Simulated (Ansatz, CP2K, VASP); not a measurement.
SiC: 3 runs at one level of theory

```
Si C
1.0
     3.07569    0.00000    0.00000
    -1.53785    2.66363    0.00000
     0.00000    0.00000   10.07065
Si C
4 4
Direct
  0.00000 0.00000 0.18789
  0.00000 0.00000 0.68789
  0.33333 0.66667 0.43784
  0.66667 0.33333 0.93784
  0.00000 0.00000 0.00046
  0.00000 0.00000 0.50046
  0.33333 0.66667 0.24980
  0.66667 0.33333 0.74980
```

The cell is a database's computed one, not the measured one.

Alike in all runs: task single point; functional PBE; k mesh 10 × 10 × 3; occupations gaussian, width 0.015 eV; no spin polarisation; no spin-orbit coupling. Pressure is positive in compression and, in plane waves, holds the error of the finite cutoff, which Ansatz's Pulay term estimates and takes out.

```tsv
program and potentials	plane-wave cutoff (eV)	notes	pressure (GPa)
Ansatz, Ansatz PAW	420	Pulay term of +0.29 GPa included	3.92
VASP, PBE PAW files C, Si, 520 eV	520	-	?
CP2K, POTENTIAL_UZH Si GTH-PBE-q4, C GTH-PBE-q4; TZVP-MOLOPT-PBE-GTH basis	-	atomic basis	3.37
```

Task: Estimate from the other rows what the run with VASP, PBE PAW files C, Si, 520 eV gave.

Result: Pressure 3.86 GPa. The other rows, which needn't bracket it: pressure 3.37 to 3.92.
